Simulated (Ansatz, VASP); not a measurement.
## Nb in VASP and in Ansatz

```
Nb
1.0
     2.56843    0.00000    0.00000
     0.00000    2.56843    0.00000
     0.00000    0.00000    2.56843
Nb
1
Direct
  0.00000 0.00000 0.00000
```

Change from the starting cell: volume scaled by 0.9, PAW files.

Alike in both runs: task single point; functional LDA; k mesh 14 × 14 × 14; occupations fermi-dirac, width 0.05 eV; no spin polarisation.

```csv
,VASP,Ansatz
version,VASP 6.6.1,Ansatz 0.2.0
potentials or method,"VASP PAW LDA potentials, release 64 (Nb_sv)","PAW with Ansatz's default frozen-core files, scalar-relativistic"
plane-wave cutoff (eV),520,420
valence electrons in the cell,13,13
```

```csv
,VASP,Ansatz,Ansatz less VASP
pressure (GPa),19.6,19.6,-0.05
```

Caveats: so large a pressure means that the cell lies far from this level's equilibrium, or that cutoff or potentials fall short (VASP).
